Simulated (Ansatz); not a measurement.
# Relaxing (5,5) carbon nanotube (60 atoms)

Aim: bring (5,5) carbon nanotube (60 atoms) to a nearby minimum of the energy and see what moves.

Method: Kohn-Sham DFT, PBE+D4, PAW (set soft_2), plane waves, in Ansatz 0.2.0.

This is a report of a sequence of runs, with most program output left out.

### 1. Starting point

The cell holds 60 atoms: 60 C. Its edges and angles: a = 15.633 Å, b = 15.744 Å, c = 7.295 Å, α = 90.0°, β = 90.0°, γ = 90.0°. It derives from C (graphene). Graphene sheet (a = 2.46 Å) rolled into a (5,5) tube of diameter 6.78 Å, 3 periods, 9 Å of vacuum; minimised with a classical potential (one cell length free). Vacuum lies along a and b. The structure repeats along c.

### 2. Single point at the start

The forces at the start show how far the geometry lies from a minimum of this functional.

The input, input.yaml:

```yaml
crystal:
  lattice:
    - [15.63316, 0.0, 0.0]
    - [0.0, 15.7442, 0.0]
    - [0.0, 0.0, 7.29523]
  atoms:
    - { symbol: C, position: [0.71132, 0.54462, 0.17248] }
    - { symbol: C, position: [0.69737, 0.58723, 0.00581] }
    - { symbol: C, position: [0.64454, 0.65942, 0.00581] }
    - { symbol: C, position: [0.60803, 0.68575, 0.17248] }
    - { symbol: C, position: [0.52256, 0.71333, 0.17248] }
    - { symbol: C, position: [0.47744, 0.71333, 0.33914] }
    - { symbol: C, position: [0.39197, 0.68575, 0.00581] }
    - { symbol: C, position: [0.35546, 0.65942, 0.17248] }
[... 48 atom lines left out ...]
    - { symbol: C, position: [0.60803, 0.31425, 0.83914] }
    - { symbol: C, position: [0.64454, 0.34058, 0.00581] }
    - { symbol: C, position: [0.69737, 0.41277, 0.00581] }
    - { symbol: C, position: [0.71132, 0.45538, 0.83914] }
kpoints:
  mp_grid: { grid: [1, 1, 2] }
hamiltonian:
  xc: pbe
  dispersion: d4
scf:
  occupations: { method: gaussian, width: 0.025 }
output:
  forces: true
  populations: true
  dos:
    method: { smearing: { sigma: 0.08 } }
    de: 0.1
    projected: { site_lists: { C: [C] } }
  eigenvalues: true
```

The run is started by

```bash
ansatz run input.yaml --threads 4 --pin off --max-ram 8192MiB --backend cpu --events-out ev --progress --plain --runs-dir out
```

Run time: 23 s. Hardware: 4 threads of Arm Neoverse V1, shared host; peak memory 3.4 GiB; 89 s of CPU time.

The program notes that positions were snapped to a detected symmetry.

Numbers from this run:

```yaml
free_energy: -15051.7008 eV
free_energy_per_atom: -250.8617 eV/atom
scf_cycles: 7
r_m_s_force_component: 0.2692 eV/Å
longest_force: 0.4674 eV/Å
fermi_energy: -0.8104 eV
spilling_of_the_projection: 0.01074
```

The r.m.s. force component of 0.27 eV/Å sets the starting point.

Length of the force by element:

```
element  coordination  atoms  mean length of the force (eV/Å)  spread  least   most
      C           all     60                            0.466  7.0e-4  0.465  0.467
```

### 3. Relaxation

The atoms are relaxed in the fixed cell, aiming at the force tolerance of the input.

input.yaml, the sections that differ from step 2:

```yaml
output:
  forces: true
relax:
  f_tol: 0.05
  max_steps: 94
# crystal, kpoints, hamiltonian, scf: as in step 2
```

It took 42 s on 4 threads; peak memory 3.3 GiB; 2.7 min of CPU time.

Relaxation path:

```csv
step,energy less that of the first step (eV),largest force component (eV/Å)
1,0.0000,0.4619
2,-0.4473,0.1823
3,-0.4786,0.1545
4,-0.4852,0.0014
5,-0.4852,0.0014
```

The run keeps the 24 symmetry operations that it works with, so distortions that break them were not tested.

The atoms that moved most (Å):

```
atom      dx      dy     dz  length
  C6  -0.011   0.053  0.000   0.054
 C26  -0.011   0.053  0.000   0.054
 C46  -0.011   0.053  0.000   0.054
 C25   0.011   0.053  0.000   0.054
 C45   0.011   0.053  0.000   0.054
  C5   0.011   0.053  0.000   0.054
 C15  -0.011  -0.053  0.000   0.054
 C35  -0.011  -0.053  0.000   0.054
```

The relaxation changed the energy by -8.09 meV/atom, and atoms moved by 0.054 Å r.m.s., 0.054 Å at most.

### 4. Structure statistics after relaxation

Bonds before and after, by the cutoffs listed below:

| pair | bonds before | bonds after | mean before (Å) | mean after (Å) | spread before (Å) | spread after (Å) |
| --- | --- | --- | --- | --- | --- | --- |
| C-C | 90 | 90 | 1.405 | 1.417 | 0.000 | 0.000 |

Normalised to the volume that the atoms fill. Pair distribution function in bins of 0.1 Å:

| r (Å) | total |
| --- | --- |
| 1.35 | 0.00 |
| 1.45 | 11.00 |
| 1.55 | 0.00 |
| 1.65 | 0.00 |
| 1.75 | 0.00 |
| 1.85 | 0.00 |
| 1.95 | 0.00 |
| 2.05 | 0.00 |
| 2.15 | 0.00 |
| 2.25 | 0.00 |
| 2.35 | 0.00 |
| 2.45 | 7.59 |
| 2.55 | 0.00 |
| 2.65 | 0.00 |
| 2.75 | 0.97 |
| 2.85 | 1.86 |
| 2.95 | 0.00 |
| 3.05 | 0.00 |
| 3.15 | 0.00 |
| 3.25 | 0.00 |
| 3.35 | 0.00 |
| 3.45 | 0.00 |
| 3.55 | 0.00 |
| 3.65 | 1.13 |
| 3.75 | 2.14 |
| 3.85 | 0.00 |
| 3.95 | 0.00 |
| 4.05 | 0.92 |
| 4.15 | 0.00 |
| 4.25 | 1.67 |
| 4.35 | 0.00 |
| 4.45 | 0.00 |
| 4.55 | 0.00 |
| 4.65 | 0.00 |
| 4.75 | 1.99 |
| 4.85 | 0.63 |
| 4.95 | 0.00 |
| 5.05 | 1.46 |
| 5.15 | 0.00 |
| 5.25 | 0.00 |
| 5.35 | 0.00 |
| 5.45 | 0.00 |
| 5.55 | 0.00 |
| 5.65 | 1.86 |

Bonds by pair of elements; cutoffs follow the first minimum of g(r), held within bounds set by covalent radii, and pairs that aren't listed don't count as bonded:

```
pair A-B  cutoff (Å)  bonds  mean length (Å)  spread (Å)  shortest (Å)  B about A  A about B
     C-C        1.82     90             1.42           0          1.42          3          3
```

How many atoms have how many bonded neighbours:

```csv
element,mean,3
C,3,60
```

Bond angles (no mean is given where the spread exceeds 20°):

| angle | count | mean (°) | spread (°) |
| --- | --- | --- | --- |
| C-C-C | 180 | 119 | 0.5 |

The first peak of g(r) lies near 1.43 Å. Counting bonds as in the table, all C atoms have 3 bonded neighbours. The C-C-C angle averages 119° with a spread of 0.5°.

### 5. Single point at the relaxed geometry

One more single point at the end of the walk gives the fuller output and checks the residual forces.

The input, input.yaml:

```yaml
crystal:
  lattice:
    - [15.63316, 0.0, 0.0]
    - [0.0, 15.7442, 0.0]
    - [0.0, 0.0, 7.29523]
  atoms:
    - { symbol: C, position: [0.7147, 0.545, 0.17248] }
    - { symbol: C, position: [0.70033, 0.58891, 0.00581] }
    - { symbol: C, position: [0.64706, 0.66173, 0.00581] }
    - { symbol: C, position: [0.60945, 0.68887, 0.17248] }
    [... 50 atom lines left out ...]
    - { symbol: C, position: [0.47675, 0.28331, 0.00581] }
    - { symbol: C, position: [0.52325, 0.28331, 0.83914] }
    - { symbol: C, position: [0.60945, 0.31113, 0.83914] }
    - { symbol: C, position: [0.64706, 0.33827, 0.00581] }
    - { symbol: C, position: [0.70033, 0.41109, 0.00581] }
    - { symbol: C, position: [0.7147, 0.455, 0.83914] }
kpoints:
  mp_grid: { grid: [1, 1, 2] }
hamiltonian:
  xc: pbe
  dispersion: d4
scf:
  occupations: { method: gaussian, width: 0.025 }
output:
  forces: true
  populations: true
  dos:
    method: { smearing: { sigma: 0.15 } }
    de: 0.1
    projected: { site_lists: { C: [C] } }
  eigenvalues: true
  write_density: true
  write_potential: true
  volumetric_format: npy
  elf: true
```

Wall time 25 s (4 threads); peak memory 3.4 GiB; 97 s of CPU time.

The program notes that the exchange-correlation potential is rough where the density is thin.

Numbers from this run:

```yaml
free_energy: -15052.1859 eV
free_energy_per_atom: -250.8698 eV/atom
scf_cycles: 7
r_m_s_force_component: 0.00193 eV/Å
longest_force: 0.00605 eV/Å
fermi_energy: -0.847 eV
spilling_of_the_projection: 0.0106
```

The mean of these charges, 0.042 e, is only the charge that the projection spills.

Löwdin charges by element (they lack the spilled electrons, 0.042 e an atom on average):

```csv
element,coordination,atoms,mean charge (e),spread,least,most
C,all,60,0.0424,0,0.0424,0.0424
```

Density of states as counts of states in windows of 1 eV (from the Fermi level), total and the larger projections:

```csv
from (eV),to (eV),total,C p,C s
-18,-17,12.7,4.6,7.8
-17,-16,4.1,1.7,2.4
-16,-15,14.4,6.5,7.6
-15,-14,10.8,4.7,6.0
-14,-13,6.0,4.2,1.7
-13,-12,8.3,5.0,3.2
-12,-11,14.9,10.3,4.5
-11,-10,7.8,6.0,1.7
-10,-9,11.5,9.6,1.8
-9,-8,13.2,11.4,1.7
-8,-7,27.1,24.7,1.9
-7,-6,20.5,19.9,0.5
-6,-5,19.2,18.1,0.9
-5,-4,20.7,20.3,0.3
-4,-3,9.9,9.8,0.0
-3,-2,14.9,14.8,0.1
-2,-1,6.2,6.1,0.0
-1,0,2.0,2.0,0.0
0,1,2.0,2.0,0.0
1,2,11.0,10.5,0.2
2,3,16.6,15.0,0.2
3,4,9.7,3.6,0.5
4,5,22.4,8.3,0.7
```

Between -21 and -18 eV lie 16 more states.

The levels nearest the highest filled one (over half full), pooled over k-points and spins:

| level less the highest filled one (eV) | occupation |
| --- | --- |
| -1.37 | 2 |
| -1.37 | 2 |
| -1.32 | 2 |
| -1.32 | 2 |
| 0 | 2 |
| 0 | 2 |
| 0.373 | 0 |
| 0.373 | 0 |
| 1.44 | 0 |
| 1.44 | 0 |
| 1.55 | 0 |
| 1.55 | 0 |

Valence density in the ca plane at fractional y = 0.283, with atoms of C within 0.2 Å of it. It is the smooth field of the valence electrons, not physical close to the nuclei.

Ten even steps from '0' (0.0 e/Å³) to '9' (1.9 e/Å³), each cell a mean:
```
00000000000000000000
00000000000000000000
00000000000000000000
00000000000000000000
00000000000000000000
00000000000000000000
00000000000000000000
11000111100011110001
22343322334322234432
12476311267521136741
12597311379621148841
67999866899976799997
98544799754589964469
95211388410158731126
65212366421246531135
22222222222222222222
00000000000000000000
00000000000000000000
00000000000000000000
00000000000000000000
00000000000000000000
00000000000000000000
00000000000000000000
00000000000000000000
```
Columns run along c (7.3 Å), rows up along a (15.6 Å). Atoms in or near the plane, at fractional coordinates: C at (0.34, 0.48), C at (0.17, 0.52), C at (0.67, 0.48), C at (0.51, 0.52), C at (0.01, 0.48), C at (0.84, 0.52).

ELF in the ca plane at fractional y = 0.283, with atoms of C within 0.2 Å of it. It is the smooth field of the valence electrons, not physical close to the nuclei.

Ten even steps from '0' (0.00) to '9' (0.87), each cell a mean:
```
00000000000000000000
00000000000000000000
00000000000000000000
00000000000000000000
00000000000000000000
10000000000001000000
42100233200124310013
66544666644566654456
67877866877886787787
14777622577741367763
13788511588741268862
59835976962795894398
26756833775772586585
98301699720389951149
67534766743576764367
68867877876787787787
23565422456532345653
00122100022100012210
00000000000000000000
00000000000000000000
00000000000000000000
00000000000000000000
00000000000000000000
00000000000000000000
```
Columns run along c (7.3 Å), rows up along a (15.6 Å). Atoms in or near the plane, at fractional coordinates: C at (0.34, 0.48), C at (0.17, 0.52), C at (0.67, 0.48), C at (0.51, 0.52), C at (0.01, 0.48), C at (0.84, 0.52).

Löwdin charges run from +0.04 to +0.04 e, about a mean that is the spilled charge alone. Within 0.4 eV of the Fermi level the largest share is C p (100 % of the projected weight).

The surroundings of C23, picked at random, nearest first, numbered as they follow in the input and with coordinates relative to it.

| atom | x | y | z | distance (Å) | bonds | Löwdin charge (e) |
| --- | --- | --- | --- | --- | --- | --- |
| C23 | 0.00 | 0.00 | 0.00 | 0.00 | 3 | 0.04 |
| C4 | -0.59 | 0.43 | -1.22 | 1.42 | 3 | 0.04 |
| C24 | -0.59 | 0.43 | 1.22 | 1.42 | 3 | 0.04 |
| C22 | 0.83 | -1.15 | 0.00 | 1.42 | 3 | 0.04 |
| C3 | 0.00 | 0.00 | -2.43 | 2.43 | 3 | 0.04 |
| C43 | 0.00 | 0.00 | 2.43 | 2.43 | 3 | 0.04 |
| C5 | -1.94 | 0.87 | -1.22 | 2.44 | 3 | 0.04 |
| C25 | -1.94 | 0.87 | 1.22 | 2.44 | 3 | 0.04 |
| C1 | 1.06 | -1.84 | -1.22 | 2.44 | 3 | 0.04 |
| C21 | 1.06 | -1.84 | 1.22 | 2.44 | 3 | 0.04 |

The column of bonds counts only the pairs C-C within 1.82 Å; other neighbours, such as metal atoms beside each other in a compound, aren't counted, and periodic images can show an atom twice.

### 6. Another try, on a changed input

A doubtful change is made on purpose, to see how the program answers.

The input, input.yaml:

```yaml
crystal:
  lattice:
    - [15.63316, 0.0, 0.0]
    - [0.0, 15.7442, 0.0]
    - [0.0, 0.0, 7.29523]
  atoms:
    [... the 60 atom lines of step 2 ...]
kpoints:
  mp_grid: { grid: [0, 1, 2] }
hamiltonian:
  xc: pbe
  dispersion: d4
scf:
  occupations: { method: gaussian, width: 0.025 }
  max_iter: 50
output:
  forces: true
```

Elapsed: 0.04 s, on 4 threads; peak memory 0.062 GiB.

The input was rejected at the start.

The program's message: “Error: invalid value for `kpoints.mp_grid.grid`: each dimension must be in 1..=255”

The fault in the input: a zero in the k-mesh (kpoints.mp_grid.grid = [0, 1, 2]). The fix is to set kpoints.mp_grid.grid back to [1, 1, 2].

### 7. Results

```json
{"energy change in the relaxation": "-8.086 meV/atom", "r.m.s. displacement": "0.054 Å", "largest displacement": "0.054 Å", "free energy per atom": "-250.8698 eV/atom", "r.m.s. force component": "0.00193 eV/Å", "wall time of the 3 DFT runs": "90 s"}
```

**Reading.** Relaxation lowers the energy by 8.09 meV/atom and moves atoms by 0.054 Å r.m.s.; the r.m.s. force component goes from 0.27 to 0.0019 eV/Å. By the final cutoffs no bond was broken or made. First to last step the energy falls by 0.485 eV; the largest move, 0.05 Å, is that of C6, with 59 other atoms within 2 % of it. The C-C bonds go from 1.405 Å (spread 0.000) to 1.417 Å (spread 0.000). Counting bonds as in the table, all C atoms have 3 bonded neighbours. No gap is quoted: a carbon tube of such indices can be metallic, and the k-points needn't hold the crossing of its bands.

[Logs are printed without paths, hosts, clocks, repeated set-up lines and the standing remarks that a program may print on its own settings, such as how far it seeks lower states.]

[Hosts, paths, dates, database ids (printed as entryN), source tags and the programs' standing remarks are cut or masked in the printed files.]
